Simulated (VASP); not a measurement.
# Al2O3 (P-6m2) in VASP: notebook

One crystal, Al2O3, is run at these levels: LDA, PBE; tasks: dielectric tensor.

Program: VASP 6.6.1. These are calculated values, not measurements. Logs are shortened: lines on timing, memory, paths and dates and some standing lists are left out, and cuts for length are marked.

### 1 The crystal as given

The structure is hexagonal, space group P-6m2 (No. 187). The conventional cell has a = 2.884 Å, b = 2.884 Å, c = 9.337 Å, α = 90.00°, β = 90.00°, γ = 120.00°. Al (site symmetry 3m) has 3 O at 1.80 Å as nearest neighbours. O (site symmetry 3m) has 3 Al at 1.80 Å as nearest neighbours. Around O (site symmetry -6m2) lie 6 Al at 2.18 Å.

Measurements of this composition are mostly on another form, of space group No. 167.

### 2 Dielectric tensor, LDA

File INCAR:

```
SYSTEM = Al2O3
  PREC = Accurate
  ENCUT = 460
  EDIFF = 1E-8
  ISMEAR = 0
  SIGMA = 0.01
  LREAL = .False.
  LASPH = .True.
  NELM = 100
  ALGO = Normal
  ISIF = 2
  LWAVE = .False.
  LCHARG = .False.
  LEPSILON = .True.
```

File KPOINTS:

```
regular mesh
0
Gamma
  10 10 3
  0 0 0
```

File POSCAR:

```
Al2O3
1.0
    2.8843249483      0.0000000000      0.0000000000
   -1.4421624742      2.4978986780      0.0000000000
    0.0000000000      0.0000000000      9.3367544600
Al O
2 3
Direct
    0.0000000000      0.0000000000      0.8500076700
    0.0000000000      0.0000000000      0.1499923300
    0.3333333333      0.6666666667      0.7776830800
    0.6666666667      0.3333333333      0.0000000000
    0.3333333333      0.6666666667      0.2223169200
```

Potentials or basis: VASP PAW LDA potentials, release 64 (Al, O).

Launch:

```sh
$ cat potpaw_LDA.64/Al/POTCAR potpaw_LDA.64/O/POTCAR > POTCAR
$ mpirun -np 1 vasp_std > vasp.out
```

OUTCAR:

```text
SYSTEM = Al2O3
   PREC = Accurate
   ENCUT = 460
   EDIFF = 1E-8
   ISMEAR = 0
   LREAL = .False.
   LASPH = .True.
   NELM = 100
   ISIF = 2
   LEPSILON = .True.

 Found     28 irreducible k-points:

 Following reciprocal coordinates:
            Coordinates               Weight
  0.000000  0.000000  0.000000      1.000000
  0.100000  0.000000  0.000000      6.000000
  0.200000  0.000000  0.000000      6.000000
  0.300000 -0.000000  0.000000      6.000000
  0.400000 -0.000000  0.000000      6.000000
  0.500000  0.000000  0.000000      3.000000
   k-points           NKPTS =     28   k-points in BZ     NKDIM =     28   number of bands    NBANDS=     16
   number of dos      NEDOS =    301   number of ions     NIONS =      5
   total plane-waves  NPLWV =  28000
   dimension x,y,z NGX =    20 NGY =   20 NGZ =   70
   dimension x,y,z NGXF=    40 NGYF=   40 NGZF=  140
   ions per type =               2   3
   NGX,Y,Z   is equivalent  to a cutoff of  11.53, 11.53, 12.46 a.u.
   NGXF,Y,Z  is equivalent  to a cutoff of  23.06, 23.06, 24.93 a.u.
 SYSTEM =  Al2O3
   PREC   = accura    normal or accurate (medium, high low for compatibility)
   ISTART =      0    job   : 0-new  1-cont  2-samecut
   ICHARG =      2    charge: 1-file 2-atom 10-const
   ISPIN  =      1    spin polarized calculation?
   LNONCOLLINEAR =      F non collinear calculations
   LSORBIT =      F    spin-orbit coupling
   LASPH  =      T    aspherical Exc in radial PAW
   ENCUT  =  460.0 eV  33.81 Ry    5.81 a.u.   5.04  5.04 16.33*2*pi/ulx,y,z
   NELM   =    100;   NELMIN=  2; NELMDL= -5     # of ELM steps
   EDIFF  = 0.1E-07   stopping-criterion for ELM
   LREAL  =      F    real-space projection
   EDIFFG = 0.1E-06   stopping-criterion for IOM
   NSW    =      0    number of steps for IOM
   IBRION =     -1    ionic relax: 0-MD 1-quasi-New 2-CG
   NFREE  =      0    steps in history (QN), initial steepest desc. (CG)
   ISIF   =      2    stress and relaxation
   ISYM   =      2    0-nonsym 1-usesym 2-fastsym
   POTIM  = 0.5000    time-step for ionic-motion
   TEBEG  =    0.0;   TEEND  =   0.0 temperature during run
   PSTRESS=    0.0 pullay stress
   NELECT =      24.0000    total number of electrons
   NUPDOWN=      -1.0000    fix difference up-down
   EMIN   =  10.00;   EMAX   =-10.00  energy-range for DOS
   EFERMI =   0.00;   METHOD = LEGACY
   ISMEAR =     0;   SIGMA  =   0.01  broadening in eV -4-tet -1-fermi 0-gaus
   EFERMI_NEDOS =   21; number of points for ismear=-14 and -15
   IALGO  =     38    algorithm
   IMIX   =      4    mixing-type and parameters
     AMIX     =   0.40;   BMIX     =  1.00
     AMIX_MAG =   1.60;   BMIX_MAG =  1.00
  volume/ion in A,a.u.               =      13.45        90.79
  Fermi-wavevector in a.u.,A,eV,Ry     =   1.161111  2.194181 18.343074  1.348178
  Thomas-Fermi vector in A             =   2.297686
   LORBIT       =      0    0 simple, 1 ext, 2 COOP (PROOUT), +10 PAW based schemes
   GGA     = CA    functional components
   LHFCALC =     F    Hartree Fock is set to
   AEXX    =    0.0000 exact exchange contribution
   IVDW    =     0    specifies the selected vdW correction
   LEPSILON=     T    determine dielectric tensor
   LRPA    =     F    only Hartree local field effects (RPA)
 non-spin polarized calculation
 Gauss-broadening in eV      SIGMA  =   0.01
  energy-cutoff  :      460.00
  volume of cell :       67.27
 maximum number of plane-waves:      1531
   NGX = 11   NGY = 11   NGZ = 33

--------------------------------------- Ionic step        1  -------------------------------------------

 number of electron      23.9999998 magnetization

 E-fermi :   0.6743     XC(G=0):  -8.8991

 val. band max:        0.5684510932   @ k =   0.1000   0.1000   0.0000
 cond. band min:       5.3043657854   @ k =   0.0000   0.0000   0.0000
 fundamental gap:      4.7359146922
 Fermi energy:         0.6743483503

 k-point     1 :       0.0000    0.0000    0.0000
  band No.  band energies     occupation
      1     -17.9006      2.00000
      2     -16.8449      2.00000
      3     -15.6100      2.00000
      4      -4.4256      2.00000
      5      -1.5482      2.00000
      6      -0.9220      2.00000
      7      -0.9220      2.00000
      8      -0.6899      2.00000
      9      -0.6899      2.00000
     10       0.0278      2.00000
     11       0.0278      2.00000
     12       0.3101      2.00000
     13       5.3044      0.00000
     14       7.9541      0.00000
     15       8.2536      0.00000
     16       9.7295      0.00000

 k-point     2 :       0.1000    0.0000    0.0000
  band No.  band energies     occupation
      1     -17.7758      2.00000
      2     -16.7507      2.00000
      3     -15.5636      2.00000
      4      -4.3550      2.00000
      5      -1.8657      2.00000
      6      -1.2073      2.00000
      7      -1.1866      2.00000
      8      -1.0475      2.00000
      9      -0.7664      2.00000
     10      -0.3074      2.00000
     11      -0.0055      2.00000
     12       0.4837      2.00000
     13       5.8756      0.00000
     14       8.2534      0.00000
     15       8.5967      0.00000
     16      10.0357      0.00000

 k-point     3 :       0.2000    0.0000    0.0000
  band No.  band energies     occupation
      1     -17.4205      2.00000
      2     -16.4917      2.00000
      3     -15.4498      2.00000
      4      -4.2594      2.00000
      5      -2.8873      2.00000
      6      -2.0216      2.00000
      7      -1.9963      2.00000
      8      -1.3421      2.00000
      9      -0.9589      2.00000
     10      -0.4454      2.00000
     11      -0.1127      2.00000
     12       0.5526      2.00000
     13       7.0091      0.00000
     14       8.8631      0.00000
     15       9.3172      0.00000
     16      10.7221      0.00000

 k-point     4 :       0.3000   -0.0000    0.0000
  band No.  band energies     occupation
      1     -16.9010      2.00000
      2     -16.1441      2.00000
      3     -15.3449      2.00000
      4      -4.5222      2.00000
      5      -4.1318      2.00000
      6      -2.9285      2.00000
      7      -2.2968      2.00000
      8      -1.6607      2.00000
      9      -1.1832      2.00000
     10      -0.2706      2.00000
     11      -0.2651      2.00000
     12       0.3666      2.00000
     13       7.8908      0.00000
     14       9.4793      0.00000
     15       9.6315      0.00000
     16      10.8857      0.00000

 k-point     5 :       0.4000   -0.0000    0.0000
  band No.  band energies     occupation
      1     -16.3488      2.00000
      2     -15.8350      2.00000
      3     -15.3488      2.00000
      4      -5.0808      2.00000
      5      -5.0510      2.00000
      6      -3.6103      2.00000
      7      -1.9560      2.00000
      8      -1.8930      2.00000
      9      -1.3549      2.00000
     10      -0.3950      2.00000
     11      -0.0795      2.00000
     12      -0.0006      2.00000
     13       8.1629      0.00000
     14       9.3617      0.00000
     15       9.5700      0.00000
     16      11.4981      0.00000

 k-point     6 :       0.5000    0.0000    0.0000
  band No.  band energies     occupation
      1     -16.0468      2.00000
      2     -15.7090      2.00000
      3     -15.4294      2.00000
      4      -5.4327      2.00000
      5      -5.2915      2.00000
      6      -3.8603      2.00000
      7      -1.9769      2.00000
      8      -1.6740      2.00000
      9      -1.4184      2.00000
     10      -0.4451      2.00000
     11      -0.2522      2.00000
     12      -0.0016      2.00000
     13       8.1945      0.00000
     14       9.1989      0.00000
     15       9.4093      0.00000
     16      11.3342      0.00000

 [... further k-points ...]

  FORCE on cell =-STRESS in cart. coord.  units (eV):
  Direction    XX          YY          ZZ          XY          YZ          ZX
  --------------------------------------------------------------------------------------
  -------------------------------------------------------------------------------------
  Total       -3.2116507     -3.2116507     -2.3443372      0.0000000      0.0000000     -0.0000000
  in kB      -76.4933964    -76.4933964    -55.8361815      0.0000000      0.0000000     -0.0000000
  external PRESSURE =     -69.6076581 kB  Pullay stress =       0.0000000 kB

 VOLUME and BASIS-vectors are now :
 -----------------------------------------------------------------------------
  energy-cutoff  :      460.00
  volume of cell :       67.27
      direct lattice vectors                 reciprocal lattice vectors
     2.884324948  0.000000000  0.000000000     0.346701574  0.200168247  0.000000000
    -1.442162474  2.497898678  0.000000000     0.000000000  0.400336494  0.000000000
     0.000000000  0.000000000  9.336754460     0.000000000  0.000000000  0.107103598

 POSITION                                       TOTAL-FORCE (eV/Angst)
 -----------------------------------------------------------------------------------
      0.00000      0.00000      7.93631        -0.000000      0.000000     -0.018830
      0.00000      0.00000      1.40044        -0.000000      0.000000      0.018830
     -0.00000      1.66527      7.26104         0.000000      0.000000      0.500717
      1.44216      0.83263      0.00000         0.000000     -0.000000      0.000000
     -0.00000      1.66527      2.07572        -0.000000     -0.000000     -0.500717
 -----------------------------------------------------------------------------------
    total drift:                               -0.000000      0.000000     -0.000000

  FREE ENERGIE OF THE ION-ELECTRON SYSTEM (eV)
  ---------------------------------------------------
  free  energy   TOTEN  =       -40.1060144561 eV

  energy  without entropy=      -40.1060144561  energy(sigma->0) =      -40.10601446

 HEAD OF MICROSCOPIC STATIC DIELECTRIC TENSOR (INDEPENDENT PARTICLE, excluding Hartree and local field effects)
 ------------------------------------------------------
           2.802330    -0.000000    -0.000000
          -0.000000     2.802330    -0.000000
           0.000000    -0.000000     2.620696
 ------------------------------------------------------

 Free energy of the ion-electron system (eV)
  ---------------------------------------------------
  ---------------------------------------------------
  free energy    TOTEN  =        -0.33710348 eV

  energy without entropy =       -0.33710348

------------------------ aborting loop because EDIFF is reached ----------------------------------------

--------------------------------------- Ionic step        2  -------------------------------------------

------------------------ aborting loop because EDIFF is reached ----------------------------------------

--------------------------------------- Ionic step        3  -------------------------------------------

 Free energy of the ion-electron system (eV)
  ---------------------------------------------------
  ---------------------------------------------------
  free energy    TOTEN  =        -0.18902343 eV

  energy without entropy =       -0.18902343

------------------------ aborting loop because EDIFF is reached ----------------------------------------

 PIEZOELECTRIC TENSOR FIELD DIRECTION 3  (e Angst)
 -----------------------------------------------------------------------------
    -0.00007  0.00000 -0.00000           ( -0.00000  0.00000 -0.00000)
     0.00000 -0.00007 -0.00000           (  0.00000 -0.00000 -0.00000)
    -0.00000 -0.00000  0.00018           ( -0.00000 -0.00000 -0.00000)

 PIEZOELECTRIC TENSOR FIELD DIRECTION 3  (C/m^2)
 -----------------------------------------------------------------------------
    -0.00002  0.00000 -0.00000
     0.00000 -0.00002 -0.00000
    -0.00000 -0.00000  0.00004

 MACROSCOPIC STATIC DIELECTRIC TENSOR (including local field effects in DFT)
 ------------------------------------------------------
           2.700330    -0.000000    -0.000000
          -0.000000     2.700330     0.000000
           0.000000    -0.000000     1.944674
 ------------------------------------------------------

 PIEZOELECTRIC TENSOR (including local field effects)  for field in x, y, z        (e  Angst)
          XX          YY          ZZ          XY          YZ          ZX
  --------------------------------------------------------------------------------
  x     0.00000    -0.00000    -0.00000    -0.07124     0.00000     0.00000
  y    -0.07124     0.07124     0.00000    -0.00000     0.00000     0.00000
  z     0.00000     0.00000     0.00000     0.00000    -0.00000    -0.00000

 PIEZOELECTRIC TENSOR (including local field effects)  for field in x, y, z        (C/m^2)
          XX          YY          ZZ          XY          YZ          ZX
  --------------------------------------------------------------------------------
  x     0.00000    -0.00000    -0.00000    -0.01697     0.00000     0.00000
  y    -0.01697     0.01697     0.00000    -0.00000     0.00000     0.00000
  z     0.00000     0.00000     0.00000     0.00000    -0.00000    -0.00000

 BORN EFFECTIVE CHARGES (including local field effects) (in |e|, cummulative output)
 ---------------------------------------------------------------------------------
 ion    1
    1     3.01941    -0.00000     0.00000
    2    -0.00000     3.01941     0.00000
    3    -0.00000    -0.00000     1.51620
 ion    2
    1     3.01941    -0.00000    -0.00000
    2    -0.00000     3.01941     0.00000
    3     0.00000     0.00000     1.51620
 ion    3
    1    -1.90055     0.00000     0.00000
    2     0.00000    -1.90055     0.00000
    3     0.00000     0.00000    -0.91356
 ion    4
    1    -2.23773     0.00000     0.00000
    2     0.00000    -2.23773     0.00000
    3     0.00000     0.00000    -1.20527
 ion    5
    1    -1.90055     0.00000     0.00000
    2     0.00000    -1.90055     0.00000
    3     0.00000     0.00000    -0.91356
```

Wall time 3.5 min (1 thread of Intel Xeon Platinum 8375C at 2.90GHz (Ice Lake), shared host); peak memory 0.3 GiB.

These settings aren't checked as converged: the numbers below hold their error.

What came out:

* Band gap on the k mesh: 4.74 eV, indirect (least direct gap 4.99 eV)
* Electronic dielectric tensor (diagonal): 2.70, 2.70, 1.94
* Born charges (mean of the diagonal): Al +2.52; O -1.57, -1.89 e

Caveat: the cutoff is under 1.25 times the usual one of these potentials, so pressure, stress and relaxed cells hold a basis-set (Pulay) error; an odd mesh through Γ misses points on the zone boundary, where band edges often lie.

(Part 1 of 3 ends here.)
